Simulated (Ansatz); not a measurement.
Input and command of a plane-wave DFT calculation in Ansatz:

```yaml
crystal:
  lattice:
    - [0.0, -2.4335341244, -2.4335341244]
    - [0.0, 2.4335341244, -2.4335341244]
    - [4.8670682487, 0.0, 0.0]
  atoms:
    - { symbol: Hf, position: [0.4845903127, 0.4845903127, 0.5] }
    - { symbol: Hf, position: [0.0154096873, 0.0154096873, 0.0] }
    - { symbol: "N", position: [-0.0118745278, 0.5118745278, 0.25] }
    - { symbol: "N", position: [0.5118745278, -0.0118745278, 0.75] }
basis:
  ecutwfc: 420
kpoints:
  mp_grid: { grid: [18, 18, 12] }
hamiltonian:
  xc: pbesol
scf:
  occupations: { method: gaussian, width: 0.15 }
output:
  forces: true
  stress: true
  eigenvalues: true
```

```bash
ansatz run input.yaml --threads 2 --pin off --max-ram 5120MiB --backend cpu --events-out ev --progress --plain --runs-dir out
```

Processor: Intel(R) Xeon(R) Platinum 8259CL CPU @ 2.50GHz (Skylake/Cascade Lake), 2 threads, on a host shared with other jobs.

Question: Estimate time, memory and problem size.

Answer: About 62 s on 2 threads of Intel(R) Xeon(R) Platinum 8259CL CPU @ 2.50GHz (Skylake/Cascade Lake) (shared host), peak memory 1.2 GiB. It solves 38 bands at 637 k points (the mesh reduced by the symmetry that the task leaves, which can be less than the crystal's) with about 1125 plane waves, in 8 SCF iterations.
